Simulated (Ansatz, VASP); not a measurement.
**Two plane-wave programs on CdSe**

```
CELL_PARAMETERS angstrom
0.00000 3.04131 3.04131
3.04131 0.00000 3.04131
3.04131 3.04131 0.00000
ATOMIC_POSITIONS crystal
Cd 0.00000 0.00000 0.00000
Se 0.75000 0.75000 0.75000
```

Measurements of this composition are mostly on another form, of space group No. 186.

Alike in both runs: functional PBEsol; k mesh 10 × 10 × 10; occupations gaussian, width 0.02 eV; no spin polarisation.

Ansatz relaxed the structure, and its values are those at the end. VASP's run is a single point on that final structure, the one shown.

```csv
,VASP,Ansatz
version,VASP 6.6.1,Ansatz 0.2.0
potentials or method,"VASP PAW PBE potentials, release 64 (Cd, Se)","scalar-relativistic, plane waves, PAW"
plane-wave cutoff (eV),520,420
valence electrons in the cell,18,36
```

VASP gave:

- gap on the k mesh at the Fermi level (eV): 0.48
- least direct gap on the mesh (eV): 0.48
- pressure (GPa): 0.3

Q: Estimate Ansatz's values.

A: gap on the k mesh at the Fermi level (eV): 0.48; least direct gap on the mesh (eV): 0.48; pressure (GPa): 0.0.

The two sets of potentials don't hold the same shells in valence.

Caveats: the PAW data sets were made with another functional, which shifts forces and pressure a little (VASP). Expect the measured gap to be larger: semilocal functionals such as PBEsol lack the derivative discontinuity.
